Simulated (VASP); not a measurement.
# Bi: single point with revPBE+D3(BJ)

Crystal: Bi.

```xyz
1
Lattice="-1.9489 1.9489 1.9489 1.9489 -1.9489 1.9489 1.9489 1.9489 -1.9489" Properties=species:S:1:pos:R:3 pbc="T T T"
Bi    0.0000    0.0000    0.0000
```

This isn't the form of Bi at room conditions, which is rhombohedral.

- Program: VASP 6.6.1
- Task: single point
- Functional: revPBE
- Dispersion: D3(BJ)
- Potentials or basis: VASP PAW PBE potentials, release 64 (Bi_d)
- Cutoff: 520 eV
- k mesh: 11 × 11 × 11
- Occupations: methfessel-paxton, width 0.1 eV
- Spin: no spin polarisation

| Property | Result |
| --- | --- |
| Pressure | -0.2 GPa |
| Band gap on the k mesh | none (metal or under the smearing width) |
| Dispersion energy per atom | -0.969 eV |

Levels at points of the mesh, in eV from the Fermi level:
| k point | band 3 | band 4 | band 5 | band 6 | band 7 | band 8 | band 9 | band 10 | band 11 | band 12 |
| --- | --- | --- | --- | --- | --- | --- | --- | --- | --- | --- |
| (0.00, 0.00, 0.00) | -23.12 | -22.97 | -22.97 | -13.87 | 5.51 | 5.51 | 5.51 | 9.78 | 10.46 | 10.46 |

It took 7.9 s on 1 thread of Intel(R) Xeon(R) 6975P-C (Granite Rapids), on a shared host, peak memory 0.17 GiB.

Caveat: the PAW data sets were made with another functional, which shifts forces and pressure a little; spin-orbit coupling is left out, which moves the levels of the heavy elements; pairwise dispersion overbinds metals, which lowers pressure and volume.
